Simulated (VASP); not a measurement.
# Co₁₂O: harmonic vibrations of an adsorbate, by atoms left free

Co₁₂O, slab, 13 atoms in the cell. PBE, harmonic vibrations; PAW potentials Co, O (PBE set).

| Atoms left free | Zero-point energy (eV) | Vibrational entropy at 298 K (meV/K) | Displaced cells | Ionic steps, all stages | Electronic steps, all stages | Time (s) |
|---|---|---|---|---|---|---|
| the adsorbate | 0.076 | 0.125 | 6 | 27 | 679 | 1045 |
| the adsorbate and the three nearest surface atoms | 0.174 | 1.141 | 24 | 45 | 1176 | 2057 |
| the adsorbate and the four nearest surface atoms | 0.204 | 1.520 | 30 | 51 | 1302 | 2312 |

Limits: the slab is thin and the surface cell small, so the value carries both errors; the zero-point energy and the entropy count all atoms left free, so they grow with their number.

## Input of the first row

INCAR.step1:
```
SYSTEM = Co12O
PREC = Accurate ; ENCUT = 400
EDIFF = 1E-7 ; ISMEAR = 1
SIGMA = 0.1 ; LREAL = .False.
LASPH = .True. ; NELM = 100
ALGO = Normal ; LWAVE = .False.
LCHARG = .False. ; ISPIN = 2
MAGMOM = 2 2 2 2 2 2 2 2 2 2 2 2 0 ; LMAXMIX = 4
KPAR = 2 ; IBRION = 2
NSW = 100 ; ISIF = 2
EDIFFG = -0.01 ; POTIM = 0.5
```

INCAR.step2, as INCAR.step1 but for:
```
- IBRION = 2
- NSW = 100
- ISIF = 2
- EDIFFG = -0.01
- POTIM = 0.5
+ IBRION = 5
+ NFREE = 2
+ POTIM = 0.015
+ NSW = 1
```

KPOINTS:
```
k-points
0
Gamma
  4 4 1
```

POSCAR.step1:
```
Co12O
1.0
    4.9439998064      0.0000000000      0.0000000000
    2.4719999032      4.2816294286      0.0000000000
    0.0000000000      0.0000000000     19.1911440800
Co O
12 1
Selective dynamics
Direct
    0.0000000000      0.0000000000      0.3126442058  F F F
    0.5000000000      0.0000000000      0.3126442058  F F F
    0.0000000000      0.5000000000      0.3126442058  F F F
    0.5000000000      0.5000000000      0.3126442058  F F F
   -0.1666666667      0.3333333333      0.4174098223  T T T
    0.3333333333      0.3333333333      0.4174098223  T T T
   -0.1666666667      0.8333333333      0.4174098223  T T T
    0.3333333333      0.8333333333      0.4174098223  T T T
    0.0000000000      0.0000000000      0.5221754387  T T T
    0.5000000000      0.0000000000      0.5221754387  T T T
    0.0000000000      0.5000000000      0.5221754387  T T T
    0.5000000000      0.5000000000      0.5221754387  T T T
    0.1666666667      0.1666666667      0.5890978575  T T T
```

POSCAR.step2:
```
Co12O
1.0
    4.9439998064      0.0000000000      0.0000000000
    2.4719999032      4.2816294286      0.0000000000
    0.0000000000      0.0000000000     19.1911440800
Co O
12 1
Selective dynamics
Direct
    0.0000000000      0.0000000000      0.3126442058  F F F
    0.5000000000      0.0000000000      0.3126442058  F F F
    0.0000000000      0.5000000000      0.3126442058  F F F
    0.5000000000      0.5000000000      0.3126442058  F F F
    0.8358029616      0.3320985192      0.4147450648  F F F
    0.3320985192      0.3320985192      0.4147450648  F F F
    0.8333333333      0.8333333333      0.4149092971  F F F
    0.3320985192      0.8358029616      0.4147450648  F F F
    0.9958318562      0.9958318562      0.5236154309  F F F
    0.5083362877      0.9958318562      0.5236154309  F F F
    0.9958318562      0.5083362877      0.5236154309  F F F
    0.5000000000      0.5000000000      0.5136558631  F F F
    0.1666666667      0.1666666667      0.5830147310  T T T
```

Commands (each step's output is kept before the next begins):
```
cat potpaw_PBE.64/Co/POTCAR potpaw_PBE.64/O/POTCAR > POTCAR
cp INCAR.step1 INCAR
cp POSCAR.step1 POSCAR
mpirun -np 8 vasp_std > vasp.out
# POSCAR: the relaxed cell, only the named atoms free
cp INCAR.step2 INCAR
cp POSCAR.step2 POSCAR
mpirun -np 8 vasp_std > vasp.out
```

VASP 6.6.1 took 1045 s on 8 cores (Intel Xeon 6975P-C (Granite Rapids)), a shared host.
